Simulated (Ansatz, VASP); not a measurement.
LiF in VASP and in Ansatz

File INCAR:

```
SYSTEM = LiF
PREC     = Accurate       ! precision mode
ENCUT    = 520            ! plane-wave cutoff, eV
EDIFF    = 1E-6           ! SCF threshold, eV
ISMEAR   = 0              ! smearing method
SIGMA    = 0.02           ! smearing width, eV
LREAL    = .FALSE.        ! projectors in reciprocal space
LASPH    = .TRUE.         ! aspherical terms in the spheres
NELM     = 100            ! most SCF steps
ALGO     = Normal         ! electronic algorithm
ISIF     = 2              ! what is computed and relaxed
LWAVE    = .FALSE.        ! write WAVECAR
LCHARG   = .FALSE.        ! write CHGCAR
GGA      = PE             ! functional
NBANDS   = 18             ! bands
```

File KPOINTS:

```
regular mesh
0
G
  9 9 4
  0 0 0
```

POSCAR

```
LiF
1.0
    3.6286123042      0.0000000000      0.0000000000
   -1.8143061521      3.1424704359      0.0000000000
    0.0000000000      0.0000000000      5.3723107235
Li F
2 2
Direct
    0.6666666700      0.3333333300      0.8854551753
    0.3333333300      0.6666666700      0.3854551753
    0.6666666700      0.3333333300      0.4895458247
    0.3333333300      0.6666666700      0.9895458247
```

Input for Ansatz:

```yaml
crystal:
  lattice:
    - [3.6286123042, 0.0, 0.0]
    - [-1.8143061521, 3.1424704359, 0.0]
    - [0.0, 0.0, 5.3723107235]
  atoms:
    - { symbol: Li, position: [0.66666667, 0.33333333, 0.8854551753] }
    - { symbol: Li, position: [0.33333333, 0.66666667, 0.3854551753] }
    - { symbol: F, position: [0.66666667, 0.33333333, 0.4895458247] }
    - { symbol: F, position: [0.33333333, 0.66666667, 0.9895458247] }
basis:
  ecutwfc: 420
kpoints:
  mp_grid: { grid: [9, 9, 4] }
hamiltonian:
  xc: pbe
scf:
  occupations: { method: gaussian, width: 0.02 }
output:
  forces: true
  stress: true
  eigenvalues: true
  populations: true
```

Alike in both runs: task single point; functional PBE; k mesh 9 × 9 × 4; occupations gaussian, width 0.02 eV; no spin polarisation.

|  | VASP | Ansatz |
| --- | --- | --- |
| version | VASP 6.6.1 | Ansatz 0.2.0 |
| potentials or method | VASP PAW PBE potentials, release 64 (Li_sv, F) | scalar-relativistic, plane waves, PAW |
| plane-wave cutoff (eV) | 520 | 420 |
| valence electrons in the cell | 20 | 20 |

```csv
,VASP,Ansatz,Ansatz less VASP
gap on the k mesh at the Fermi level (eV),5.85,5.86,+0.005
least direct gap on the mesh (eV),5.85,5.86,+0.005
rms of the force components (eV/Å),0.062,0.062,+0.0001
```

Atom by atom the forces differ by 0.000 eV/Å (rms over components). With one functional, cell and mesh, what is left measures potentials, basis and numerics.

Caveats: an odd mesh through Γ misses points on the zone boundary, where band edges often lie.
